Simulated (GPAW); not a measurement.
SnTe:

```
CELL_PARAMETERS angstrom
0.00000 3.15085 3.15085
3.15085 0.00000 3.15085
3.15085 3.15085 0.00000
ATOMIC_POSITIONS crystal
Te 0.50000 0.50000 0.50000
Sn 0.00000 0.00000 0.00000
```

Base run:

| Quantity | Value |
| --- | --- |
| Program | GPAW 26.7.0 |
| Functional | PBE |
| Potentials or basis | GPAW PAW data sets (gpaw-data 1.2.1) |
| Basis | lcao:dzp |
| Grid spacing | 0.2 Å |
| k mesh | 6 × 6 × 6 |
| Occupations | fermi-dirac, width 0.05 eV |
| Spin | no spin polarisation |

Its results: band gap on the k mesh 0.04 eV, direct.

Problem. The run is repeated on the same cell with these changes: basis from lcao:dzp to pw; occupations from fermi-dirac, width 0.05 eV to fermi-dirac, width 0.001 eV. What comes out?

Solution. Band gap on the k mesh 0.10 eV, direct.

Caveats: spin-orbit coupling is left out, which moves the levels of the heavy elements; the basis of atomic orbitals isn't converged, which shifts pressures, moduli and gaps (some runs); the gap is small at this level, which inflates the dielectric constant (some runs); the long-wavelength limit can be off by a per cent or two (some runs).
